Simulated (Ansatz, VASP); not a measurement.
**Y: VASP beside Ansatz**

```
Y
1.0
     0.00000    2.48500    2.48500
     2.48500    0.00000    2.48500
     2.48500    2.48500    0.00000
Y
1
Direct
  0.00000 0.00000 0.00000
```

Alike in both runs: task electric field gradients; functional PBE; k mesh 14 × 14 × 14; occupations fermi-dirac, width 0.03 eV; no spin polarisation.

```csv
,VASP,Ansatz
version,VASP 6.6.1,Ansatz 0.2.0
potentials or method,"VASP PAW PBE potentials, release 64 (Y_sv), cutoff 520 eV","all-electron PAW with datasets made for the crystal, scalar-relativistic"
```

```csv
,VASP,Ansatz,Ansatz less VASP
pressure (GPa),2.2,2.4,+0.14
Vzz of the field gradient on the site that differs most (V/Å²),0.0,0.0,0.00
```

Ansatz ran all-electron here, so the differences hold the error of VASP's frozen core and of both bases. Ansatz warned: «gradients_without_spin_orbit».
